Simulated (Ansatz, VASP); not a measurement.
Two plane-wave programs on BN

```
CELL_PARAMETERS angstrom
2.54691 0.00000 0.00000
-1.27346 2.20569 0.00000
0.00000 0.00000 4.16063
ATOMIC_POSITIONS crystal
B 0.33333 0.66667 0.99963
B 0.66667 0.33333 0.49963
N 0.33333 0.66667 0.37437
N 0.66667 0.33333 0.87437
```

Change from the starting cell: strained cell.

Alike in both runs: functional PBEsol; k mesh 9 × 9 × 6; occupations gaussian, width 0.02 eV; no spin polarisation.

Ansatz relaxed the structure, and its values are those at the end. VASP's run is a single point on that final structure, the one shown.

|  | VASP | Ansatz |
| --- | --- | --- |
| version | VASP 6.6.1 | Ansatz 0.2.0 |
| potentials or method | VASP PAW PBE potentials, release 64 (B, N) | scalar-relativistic, plane waves, PAW |
| plane-wave cutoff (eV) | 520 | 600 |
| valence electrons in the cell | 16 | 16 |

```csv
,VASP,Ansatz,Ansatz less VASP
gap on the k mesh at the Fermi level (eV),5.00,5.01,+0.012
least direct gap on the mesh (eV),8.18,8.18,+0.002
pressure (GPa),2.9,2.1,-0.81
```

Ansatz warned: «pseudo_functional_mismatch».

Caveats: the PAW data sets were made with another functional, which shifts forces and pressure a little (VASP); an odd mesh through Γ misses points on the zone boundary, where band edges often lie.
